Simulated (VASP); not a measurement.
The system is Sc.

```
Sc
1.0
     3.19612    0.00000    0.00000
     1.59806    2.76792    0.00000
     1.59806    0.92264    2.60962
Sc
1
Direct
  0.00000 0.00000 0.00000
```

This isn't the form of Sc at room conditions, which is hcp.

* Program: VASP 6.6.1
* Task: relaxation of cell and atoms
* Functional: PBE
* Potentials or basis: VASP PAW PBE potentials, release 64 (Sc_sv_GW)
* Cutoff: 680 eV
* k mesh: 10 × 10 × 10
* Occupations: methfessel-paxton, width 0.2 eV
* Spin: collinear spin, ferromagnetic start
* Starting moments: [0.5] μB
* Hubbard terms: Sc d U = 2 eV, J = 0.5 eV

At the start: pressure 5.4 GPa; volume 23.09 Å³/atom.

How do energy, volume and symmetry change on relaxing?

Over 3 steps the energy falls by 33.8 meV/atom and the volume is 25.19 Å³/atom (+9.1 %); space group Fm-3m (No. 225, to 0.05 Å); moment 0.00 μB per cell.

Step by step:
| step | energy change (eV) | largest force (eV/Å) | pressure (GPa) | volume (Å³) |
| --- | --- | --- | --- | --- |
| 1 | 0.0000 | 0.0000 | 5.43 | 23.09 |
| 2 | -0.0314 | 0.0000 | -1.27 | 25.80 |
| 3 | -0.0338 | 0.0000 | 0.01 | 25.19 |

Final structure:
```
Sc
1.0
     3.29030    0.00000    0.00000
     1.64515    2.84948    0.00000
     1.64515    0.94983    2.68652
Sc
1
Direct
  0.00000 0.00000 0.00000
```

Caveat: the U is typed as a test and isn't derived for this compound.
